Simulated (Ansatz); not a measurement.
Ru, DFT, PBEsol, all-electron LAPW, scalar-relativistic (Ansatz 0.2.0), run on 1 thread of Intel(R) Xeon(R) Platinum 8488C (Sapphire Rapids) on a shared host.

The geometry is COD entry 9017842, unchecked; take it as a test cell. The listed cell was then made from it by scaling, straining or moving an atom.

Command: `ansatz run input.yaml --threads 1 --pin off --max-ram 3072MiB --backend cpu --events-out ev --progress --plain --runs-dir out`

```yaml
crystal:
  lattice:
    - [2.7057993342, -0.0135289967, -0.0135289967]
    - [-1.3646161219, 2.3500554593, -0.0049519565]
    - [-0.0214095, -0.0214095, 4.2819]
  atoms:
    - { symbol: Ru, position: [0.3333333333, 0.6666666667, 0.25] }
    - { symbol: Ru, position: [0.6666666667, 0.3333333333, 0.75] }
kpoints:
  mp_grid: { grid: [14, 14, 8] }
  band_path:
    path:
      - [0.0, 0.0, 0.0]
      - [0.0, 0.0, 0.5]
      - [-0.5, 0.5, 0.0]
      - [0.0, 0.0, 0.0]
      - [0.0, -0.5, 0.0]
      - [-0.5, 0.0, 0.5]
      - [0.0, 0.0, 0.0]
      - [-0.5, 0.0, 0.0]
      - [0.0, -0.5, 0.5]
    npoints: 5
scf:
  occupations: { method: fermi_dirac, width: 0.03 }
hamiltonian:
  xc: pbesol
  pseudopotentials: { kind: all_electron, lapw: { basis_error: 0.0005 } }
output:
  forces: true
  stress: true
  eigenvalues: true
```

Problem. How large is the problem that the program sets up?

Solution. 788 irreducible k-points, 313 plane waves at Γ, 39 bands.

Problem. About how long does it take, and how much memory does it use?

Solution. 3.3 min of wall time for 8 SCF iterations, with a peak of 2.2 GiB. Times on shared machines scatter by tens of per cent.
